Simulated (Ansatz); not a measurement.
# HgTe: response to strain

Aim: deform HgTe (zz strain of -1 %) and compute stress, forces and field gradients with LAPW, PAW and all-electron datasets made for the crystal.

Program: Ansatz 0.2.0. Level of theory: DFT LDA, scalar-relativistic. These are calculated values, not measurements.

2 further runs of the same task are left out: 2 set aside as unsound or not needed.

### Step 1. The structure to begin with

It takes space group Fm-3m (No. 225, cubic). The conventional cell has a = 5.843 Å, b = 5.843 Å, c = 5.843 Å, α = 90.00°, β = 90.00°, γ = 90.00°. Hg (site symmetry m-3m) has 6 Te at 2.92 Å as nearest neighbours. Te (site symmetry m-3m) has 6 Hg at 2.92 Å as nearest neighbours.

Structure file:

```cif
data_structure
_symmetry_space_group_name_H-M 'Fm-3m'
_symmetry_Int_Tables_number 225
_cell_length_a 5.8430
_cell_length_b 5.8430
_cell_length_c 5.8430
_cell_angle_alpha 90.000
_cell_angle_beta 90.000
_cell_angle_gamma 90.000
_cell_volume 199.48
loop_
_atom_site_label
_atom_site_type_symbol
_atom_site_symmetry_multiplicity
_atom_site_Wyckoff_symbol
_atom_site_fract_x
_atom_site_fract_y
_atom_site_fract_z
_atom_site_occupancy
Hg1 Hg 4 a 0.00000 0.00000 0.00000 1
Te1 Te 4 b 0.50000 0.00000 0.00000 1
```

The file gives the conventional cell by its symmetry; the runs use the cell typed in the input.

Atoms are numbered in the order of the input: Hg1, Te2.

### Step 2. After the deformation

Space group Fm-3m before, I4/mmm after.

### Step 3. All-electron LAPW

input.yaml reads:

```yaml
crystal:
  lattice:
    - [0.0, 2.9215, 2.892285]
    - [2.9215, 0.0, 2.892285]
    - [2.9215, 2.9215, 0.0]
  atoms:
    - { symbol: Hg, position: [0.0, 0.0, 0.0] }
    - { symbol: Te, position: [0.5, 0.5, 0.5] }
kpoints:
  mp_grid: { grid: [10, 10, 10] }
  band_path:
    path:
      - [0.0, 0.0, 0.0]
      - [0.0, 0.5, 0.5]
      - [0.25, 0.75, 0.5]
      - [0.0, 0.5, 0.0]
      - [0.0, 0.0, 0.0]
      - [0.5, 0.5, 0.0]
      - [0.3775380063, 0.6224619937, 0.0]
      - [-0.3775380063, 0.3775380063, 0.0]
      - [0.0, 0.0, 0.0]
    npoints: 5
scf:
  occupations: { method: fermi_dirac, width: 0.08 }
hamiltonian:
  xc: lda
  pseudopotentials: { kind: all_electron, lapw: { basis_error: 0.001 } }
output:
  forces: true
  stress: true
  eigenvalues: true
```

Command:

```
$ ansatz run input.yaml --threads 1 --pin off --max-ram 3072MiB --backend cpu --events-out ev --progress --plain --runs-dir out
```

### Step 4. PAW with frozen cores

input.yaml reads:

```yaml
crystal:
  lattice:
    - [0.0, 2.9215, 2.892285]
    - [2.9215, 0.0, 2.892285]
    - [2.9215, 2.9215, 0.0]
  atoms:
    - { symbol: Hg, position: [0.0, 0.0, 0.0] }
    - { symbol: Te, position: [0.5, 0.5, 0.5] }
kpoints:
  mp_grid: { grid: [10, 10, 10] }
scf:
  occupations: { method: fermi_dirac, width: 0.08 }
hamiltonian:
  xc: lda
  pseudopotentials: { kind: paw }
output:
  forces: true
  stress: true
  eigenvalues: true
  efg: { contact_densities: true }
```

### Step 5. All-electron PAW on datasets made for the crystal

input.yaml: that of step 4 with these lines changed.

```diff
@@ -14,3 +14,3 @@
   xc: lda
-  pseudopotentials: { kind: paw }
+  pseudopotentials: { kind: all_electron, datasets: crystal }
 output:
```

(Steps that only read results are left out.)

Before running it: what results should come out? Wanted: pressure; largest shear or deviatoric stress.

As calculated:

```
                                 quantity                                           value
                                 pressure  LAPW 4.76, PAW 4.74, crystal datasets 4.76 GPa
largest shear or deviatoric stress (LAPW)                                        0.92 GPa
```

Against the undeformed cell the largest change of stress is +1.83 GPa, in the zz component, with the atoms carried along and not relaxed. PAW: stress within 0.02 GPa of LAPW. Crystal datasets: stress within 0.01 GPa of LAPW. Spin-orbit coupling is left out, though the cell holds Hg; in elements this heavy it can shift bands and gaps by tenths of an eV.
